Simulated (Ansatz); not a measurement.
## TaS2: equation of state with revPBE

Crystal: TaS2.

```
Ta S
1.0
     3.35000    0.00000    0.00000
    -1.67500    2.90119    0.00000
     0.00000    0.00000    5.86000
Ta S
1 2
Cartesian
  0.0000 0.0000 0.0000
  1.6750 0.9671 4.3950
  0.0000 1.9341 1.4650
```

* Program: Ansatz 0.2.0
* Task: equation of state
* Functional: revPBE
* Potentials or basis: Ansatz PAW
* Cutoff: 420 eV
* Density cutoff: 1680 eV
* k mesh: 9 × 9 × 5
* Occupations: fermi-dirac, width 0.05 eV
* Spin: no spin polarisation

* Equilibrium volume: 20.58 Å³/atom (rough: see the caveat)
* Bulk modulus at fixed shape and positions: 117 GPa (rough)

Energy against volume, from the lowest point:
| volume (Å³/atom) | energy (meV/atom) |
| --- | --- |
| 17.845 | 165.45 |
| 18.225 | 117.25 |
| 18.605 | 78.38 |
| 18.984 | 47.96 |
| 19.364 | 25.22 |
| 19.744 | 9.45 |
| 20.123 | 0.00 |

All runs of the series together: 10 s on 2 threads of Arm Neoverse V1 (shared host).

Caveat: the potentials were made for another functional, which shifts forces and pressure; the minimum lies outside the volumes run; the cell was scaled at fixed shape and fractional positions, which overstates the stiffness of a crystal with free parameters, most of all of layers and chains; this functional lacks dispersion, which binds the layers, so the pressure and a relaxed spacing across them are unreliable. The run has no spin-orbit coupling, so splittings on Ta are missing.
